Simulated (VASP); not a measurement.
# SnSe2 (P-3m1) in VASP: notebook

One crystal, SnSe2, is run at these levels: PBE; tasks: single point.

Everything below comes from runs of VASP 6.6.1. Logs are shortened: lines on timing, memory, paths and dates and some standing lists are left out, and cuts for length are marked.

## Step 1: Starting point

Symmetry: P-3m1, No. 164, trigonal system. Conventional cell: a = 3.811 Å, b = 3.811 Å, c = 6.136 Å, α = 90.00°, β = 90.00°, γ = 120.00°. Sn (site symmetry -3m) has 6 Se at 2.68 Å as nearest neighbours. Around Se (site symmetry 3m) lie 3 Sn at 2.68 Å.

## Step 2: Single point, PBE, spin-orbit coupling, no magnetisation

INCAR reads:

```
  PREC = Accurate
  ENCUT = 400
  EDIFF = 1E-7
  ISMEAR = 0
  SIGMA = 0.2
  LREAL = F
  LASPH = T
  NELM = 100
  ALGO = Normal
  ISIF = 2
  LWAVE = F
  LCHARG = F
  MAGMOM = 0 0 0 0 0 0 0 0 0
  LORBIT = 11
  LSORBIT = T
  GGA_COMPAT = F
  GGA = PE
  NBANDS = 42
```

KPOINTS reads:

```
Automatic mesh
0
Gamma
  7 7 4
```

POSCAR reads:

```
SnSe2
1.0
    3.8110000000      0.0000000000      0.0000000000
   -1.9055000000      3.3004228138      0.0000000000
    0.0000000000      0.0000000000      6.1360000000
Sn Se
1 2
Direct
    0.0000000000      0.0000000000      0.0000000000
    0.6666666667      0.3333333333      0.7510000000
    0.3333333333      0.6666666667      0.2490000000
```

Potentials or basis: VASP PAW PBE potentials, release 64 (Sn_d, Se).

Started as:

```console
$ cat potpaw_PBE.64/Sn_d/POTCAR potpaw_PBE.64/Se/POTCAR > POTCAR
$ mpirun -np 1 vasp_ncl > vasp.out
```

OUTCAR:

```text
PREC = Accurate
   ENCUT = 400
   EDIFF = 1E-7
   ISMEAR = 0
   LREAL = F
   LASPH = T
   NELM = 100
   ISIF = 2
   LORBIT = 11
   LSORBIT = T
   GGA = PE

 Found     28 irreducible k-points:

 Following reciprocal coordinates:
            Coordinates               Weight
  0.000000  0.000000  0.000000      1.000000
  0.142857  0.000000  0.000000      6.000000
  0.285714 -0.000000  0.000000      6.000000
  0.428571 -0.000000  0.000000      6.000000
  0.142857  0.142857  0.000000      6.000000
  0.285714  0.142857  0.000000     12.000000
   k-points           NKPTS =     28   k-points in BZ     NKDIM =     28   number of bands    NBANDS=     42
   number of dos      NEDOS =    301   number of ions     NIONS =      3
   total plane-waves  NPLWV =  31360
   dimension x,y,z NGX =    28 NGY =   28 NGZ =   40
   dimension x,y,z NGXF=    56 NGYF=   56 NGZF=   80
   ions per type =               1   2
   NGX,Y,Z   is equivalent  to a cutoff of  12.21, 12.21, 10.84 a.u.
   NGXF,Y,Z  is equivalent  to a cutoff of  24.43, 24.43, 21.67 a.u.
 SYSTEM =  unknown system
   PREC   = accura    normal or accurate (medium, high low for compatibility)
   ISTART =      0    job   : 0-new  1-cont  2-samecut
   ICHARG =      2    charge: 1-file 2-atom 10-const
   ISPIN  =      1    spin polarized calculation?
   LNONCOLLINEAR =      T non collinear calculations
   LSORBIT =      T    spin-orbit coupling
   LASPH  =      T    aspherical Exc in radial PAW
   ENCUT  =  400.0 eV  29.40 Ry    5.42 a.u.   6.21  6.21 10.01*2*pi/ulx,y,z
   NELM   =    100;   NELMIN=  2; NELMDL= -5     # of ELM steps
   EDIFF  = 0.1E-06   stopping-criterion for ELM
   LREAL  =      F    real-space projection
   EDIFFG = 0.1E-05   stopping-criterion for IOM
   NSW    =      0    number of steps for IOM
   IBRION =     -1    ionic relax: 0-MD 1-quasi-New 2-CG
   NFREE  =      0    steps in history (QN), initial steepest desc. (CG)
   ISIF   =      2    stress and relaxation
   ISYM   =      2    0-nonsym 1-usesym 2-fastsym
   POTIM  = 0.5000    time-step for ionic-motion
   TEBEG  =    0.0;   TEEND  =   0.0 temperature during run
   PSTRESS=    0.0 pullay stress
   NELECT =      26.0000    total number of electrons
   NUPDOWN=      -1.0000    fix difference up-down
   EMIN   =  10.00;   EMAX   =-10.00  energy-range for DOS
   EFERMI =   0.00;   METHOD = LEGACY
   ISMEAR =     0;   SIGMA  =   0.20  broadening in eV -4-tet -1-fermi 0-gaus
   EFERMI_NEDOS =   21; number of points for ismear=-14 and -15
   IALGO  =     38    algorithm
   IMIX   =      4    mixing-type and parameters
     AMIX     =   0.40;   BMIX     =  1.00
     AMIX_MAG =   1.60;   BMIX_MAG =  1.00
  volume/ion in A,a.u.               =      25.73       173.61
  Fermi-wavevector in a.u.,A,eV,Ry     =   1.139116  2.152617 17.654722  1.297585
[... 296 lines left out ...]
  in kB       51.6814702     51.6814702     66.0673940      0.0000000      0.0000000      0.0000000
  external PRESSURE =      56.4767781 kB  Pullay stress =       0.0000000 kB

 VOLUME and BASIS-vectors are now :
 -----------------------------------------------------------------------------
  energy-cutoff  :      400.00
  volume of cell :       77.18
      direct lattice vectors                 reciprocal lattice vectors
     3.811000000  0.000000000  0.000000000     0.262398321  0.151495741  0.000000000
    -1.905500000  3.300422814  0.000000000     0.000000000  0.302991482  0.000000000
     0.000000000  0.000000000  6.136000000     0.000000000  0.000000000  0.162972621

 POSITION                                       TOTAL-FORCE (eV/Angst)
 -----------------------------------------------------------------------------------
      0.00000      0.00000      0.00000        -0.000000      0.000000      0.000000
      1.90550      1.10014      4.60814         0.000000      0.000000     -0.807618
     -0.00000      2.20028      1.52786        -0.000000      0.000000      0.807618
 -----------------------------------------------------------------------------------
    total drift:                                0.000000      0.000000     -0.000000

  FREE ENERGIE OF THE ION-ELECTRON SYSTEM (eV)
  ---------------------------------------------------
  free  energy   TOTEN  =       -11.8333418855 eV

  energy  without entropy=      -11.8331009074  energy(sigma->0) =      -11.83322140

 Spin-Orbit-Coupling matrix elements

 Ion:    1  E_soc:     -0.0907496
 l=   1
     0.0000000    -0.0091229    -0.0090550
    -0.0091229     0.0000000    -0.0091229
    -0.0090550    -0.0091229     0.0000000
 l=   2
     0.0000000    -0.0011965     0.0000000    -0.0011965    -0.0048263
    -0.0011965     0.0000000    -0.0036351    -0.0011915    -0.0011965
     0.0000000    -0.0036351     0.0000000    -0.0036351     0.0000000
    -0.0011965    -0.0011915    -0.0036351     0.0000000    -0.0011965
    -0.0048263    -0.0011965     0.0000000    -0.0011965     0.0000000
 l=   3
     0.0000000     0.0000000     0.0000000     0.0000000     0.0000000     0.0000000     0.0000000
     0.0000000     0.0000000     0.0000000     0.0000000     0.0000000     0.0000000     0.0000000
     0.0000000     0.0000000     0.0000000     0.0000000     0.0000000     0.0000000     0.0000000
     0.0000000     0.0000000     0.0000000     0.0000000     0.0000000     0.0000000     0.0000000
[... 29 lines left out ...]
 l=   2
     0.0000000    -0.0000002     0.0000000    -0.0000002    -0.0000027
    -0.0000002     0.0000000     0.0000019     0.0000039    -0.0000002
     0.0000000     0.0000019     0.0000000     0.0000019     0.0000000
    -0.0000002     0.0000039     0.0000019     0.0000000    -0.0000002
    -0.0000027    -0.0000002     0.0000000    -0.0000002     0.0000000
 l=   3
     0.0000000     0.0000000     0.0000000     0.0000000     0.0000000     0.0000000     0.0000000
     0.0000000     0.0000000     0.0000000     0.0000000     0.0000000     0.0000000     0.0000000
     0.0000000     0.0000000     0.0000000     0.0000000     0.0000000     0.0000000     0.0000000
     0.0000000     0.0000000     0.0000000     0.0000000     0.0000000     0.0000000     0.0000000
     0.0000000     0.0000000     0.0000000     0.0000000     0.0000000     0.0000000     0.0000000
     0.0000000     0.0000000     0.0000000     0.0000000     0.0000000     0.0000000     0.0000000
     0.0000000     0.0000000     0.0000000     0.0000000     0.0000000     0.0000000     0.0000000

 total charge

# of ion       s       p       d       tot
------------------------------------------
    1        1.053   1.063  10.116  12.233
    2        1.484   2.335   0.030   3.848
    3        1.484   2.335   0.030   3.848
--------------------------------------------------
tot          4.020   5.733  10.176  19.929

 magnetization (x)

# of ion       s       p       d       tot
------------------------------------------
    1        0.000   0.000   0.000   0.000
    2        0.000   0.000  -0.000  -0.000
    3        0.000   0.000   0.000   0.000
--------------------------------------------------
tot          0.000   0.000  -0.000  -0.000

 magnetization (y)

# of ion       s       p       d       tot
------------------------------------------
    1        0.000   0.000   0.000   0.000
    2        0.000   0.000  -0.000   0.000
    3        0.000   0.000  -0.000   0.000
--------------------------------------------------
tot          0.000   0.000  -0.000   0.000

 magnetization (z)

# of ion       s       p       d       tot
------------------------------------------
    1       -0.000   0.000  -0.000  -0.000
    2        0.000   0.000   0.000   0.000
    3        0.000   0.000   0.000   0.000
--------------------------------------------------
tot         -0.000   0.000  -0.000  -0.000
```

stdout:

```text
POSCAR found type information on POSCAR SnSe
 POSCAR found :  2 types and       3 ions
 scaLAPACK will be used
 LDA part: xc-table for (Slater+PW92), standard interpolation
 POSCAR, INCAR and KPOINTS ok, starting setup
 FFT: planning ... GRIDC
 FFT: planning ... GRID_SOFT
 FFT: planning ... GRID
 WAVECAR not read
 entering main loop
```

It took 1.8 min on 1 thread of Intel Xeon Platinum 8375C at 2.90GHz (Ice Lake), shared host; peak memory 0.33 GiB.

The run converged, but some of its settings lie outside the range that counts as converged, so its numbers aren't taken as properties of the crystal.

What came out:

| Quantity | Value |
| --- | --- |
| Free energy | -11.8333 eV |
| Pressure | 5.6 GPa |
| Largest force | 0.808 eV/Å |
| Valence electrons inside the program's atomic spheres | Sn 12.23; Se 3.85 |

Caveat: this functional lacks dispersion, which binds the layers, so the pressure and a relaxed spacing across them are unreliable.

## Step 3: Single point, PBE, spin-orbit coupling, no magnetisation

Changes to INCAR since step 2:

```diff
@@ -1,6 +1,6 @@
   PREC = Accurate
-  ENCUT = 400
+  ENCUT = 460
   EDIFF = 1E-7
   ISMEAR = 0
-  SIGMA = 0.2
+  SIGMA = 0.02
   LREAL = F
```

KPOINTS is that of step 2.

POSCAR is that of step 2.

Potentials or basis: VASP PAW PBE potentials, release 64 (Sn_d, Se).

Started as:

```console
$ cat potpaw_PBE.64/Sn_d/POTCAR potpaw_PBE.64/Se/POTCAR > POTCAR
$ mpirun -np 1 vasp_ncl > vasp.out
```

It took 2.1 min on 1 thread of Intel Xeon Platinum 8375C at 2.90GHz (Ice Lake), shared host; peak memory 0.39 GiB.

The run converged, but some of its settings lie outside the range that counts as converged, so its numbers aren't taken as properties of the crystal.

Results:

```
Free energy                                           : -11.8338 eV
Pressure                                              : 5.7 GPa
Largest force                                         : 0.807 eV/Å
Valence electrons inside the program's atomic spheres : Sn 12.23; Se 3.85
```

Caveat: this functional lacks dispersion, which binds the layers, so the pressure and a relaxed spacing across them are unreliable.

## Step 4: Single point, PBE, spin-orbit coupling, no magnetisation

Changes to INCAR since step 3:

```diff
@@ -1,3 +1,3 @@
   PREC = Accurate
-  ENCUT = 460
+  ENCUT = 520
   EDIFF = 1E-7
```

KPOINTS is that of step 3.

POSCAR is that of step 3.

Started as:

```console
$ cat potpaw_PBE.64/Sn_d/POTCAR potpaw_PBE.64/Se/POTCAR > POTCAR
$ mpirun -np 1 vasp_ncl > vasp.out
```

Wall time 2.2 min (1 thread of Intel Xeon Platinum 8375C at 2.90GHz (Ice Lake), shared host); peak memory 0.41 GiB.

These settings aren't checked as converged: the numbers below hold their error.

Results:

* Free energy: -11.8336 eV
* Pressure: 5.7 GPa
* Largest force: 0.807 eV/Å
* Valence electrons inside the program's atomic spheres: Sn 12.23; Se 3.85

Caveat: this functional lacks dispersion, which binds the layers, so the pressure and a relaxed spacing across them are unreliable.

## Step 5: Single point, PBE, spin-orbit coupling, no magnetisation

Changes to INCAR since step 4:

```diff
@@ -1,3 +1,3 @@
   PREC = Accurate
-  ENCUT = 520
+  ENCUT = 460
   EDIFF = 1E-7
```

KPOINTS reads:

```
Automatic mesh
0
Gamma
  8 8 5
```

POSCAR is that of step 4.

Started as:

```console
$ cat potpaw_PBE.64/Sn_d/POTCAR potpaw_PBE.64/Se/POTCAR > POTCAR
$ mpirun -np 1 vasp_ncl > vasp.out
```

Wall time 3.1 min (1 thread of Intel Xeon Platinum 8375C at 2.90GHz (Ice Lake), shared host); peak memory 0.42 GiB.

These settings aren't checked as converged: the numbers below hold their error.

Results:

```yaml
Free_energy: -11.8364 eV
Pressure: 5.7 GPa
Largest_force: 0.809 eV/Å
Valence_electrons_inside_the_program's_atomic_spheres: Sn 12.23; Se 3.85
```

Caveat: this functional lacks dispersion, which binds the layers, so the pressure and a relaxed spacing across them are unreliable.

## Step 6: Single point, PBE, spin-orbit coupling, no magnetisation

Changes to INCAR since step 5:

```diff
@@ -1,3 +1,3 @@
   PREC = Accurate
-  ENCUT = 460
+  ENCUT = 520
   EDIFF = 1E-7
```

KPOINTS is that of step 5.

POSCAR is that of step 5.

Potentials or basis: VASP PAW PBE potentials, release 64 (Sn_d, Se).

Started as:

```console
$ cat potpaw_PBE.64/Sn_d/POTCAR potpaw_PBE.64/Se/POTCAR > POTCAR
$ mpirun -np 1 vasp_ncl > vasp.out
```

Run time: 3.1 min. Hardware: 1 thread of Intel Xeon Platinum 8375C at 2.90GHz (Ice Lake), shared host; peak memory 0.45 GiB.

These settings aren't checked as converged: the numbers below hold their error.

Results:

```
Free energy                                           : -11.8362 eV
Pressure                                              : 5.7 GPa
Largest force                                         : 0.809 eV/Å
Valence electrons inside the program's atomic spheres : Sn 12.23; Se 3.85
```

Caveat: this functional lacks dispersion, which binds the layers, so the pressure and a relaxed spacing across them are unreliable.

## Step 7: The reference run

An earlier run on the cell as given: functional PBEsol; potentials or basis VASP PAW PBE potentials, release 64 (Sn_d, Se); cutoff 520 eV; k mesh 8 × 8 × 5; occupations fermi-dirac, width 0.05 eV; no spin polarisation.

* Pressure: 2.6 GPa
* Largest force: 0.622 eV/Å
* Band gap on the k mesh: 0.73 eV, indirect (least direct gap 1.00 eV)
